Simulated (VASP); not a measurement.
A run of VASP 6.6.1 is set up as follows.

Contents of INCAR:

```
PREC = Accurate ; ENCUT = 600
EDIFF = 1E-8 ; ISMEAR = 0
SIGMA = 0.03 ; LREAL = False
LASPH = True ; NELM = 80
ALGO = Normal ; ISIF = 2
LWAVE = False ; LCHARG = False
GGA = PS ; LEPSILON = True
```

KPOINTS

```
Automatic mesh
0
Monkhorst-Pack
  12 12 12
```

POSCAR

```
CuI                                     
1.0
   -0.0000000000      2.9721456590      2.9721456590
    2.9721456590      0.0000000000      2.9721456590
    2.9721456590      2.9721456590      0.0000000000
  Cu              I             
     1     1
Direct
     0.2500000000000000    0.2500000000000000    0.2500000000000000
     1.0000000000000000    0.0000000000000000    1.0000000000000000
```

Potentials or basis: VASP PAW PBE potentials, release 64 (Cu, I).

Command:

```sh
$ cat potpaw_PBE.64/Cu/POTCAR potpaw_PBE.64/I/POTCAR > POTCAR
$ mpirun -np 1 vasp_std > vasp.out
```

Q: Predict the electronic dielectric tensor (diagonal).

A: 6.64.

Q: Predict the Born charges (mean of the diagonal).

A: Cu +1.01; I -1.01 e.

Electronic dielectric tensor:
```
6.64 0.00 0.00
0.00 6.64 0.00
0.00 0.00 6.64
```

 The run has no spin-orbit coupling, so splittings on I are missing.

**What was measured.**

From a printed reference work, data compilation, for a bulk crystal of CuI: high-frequency dielectric constant 4.84.

A measured high-frequency dielectric constant of CuI is 4.84 (a printed reference work, data compilation); the calculated 6.64 misses it by +37.1 %. So large a miss can be the level of theory's own, or it may mean another phase, state or a wrong row.
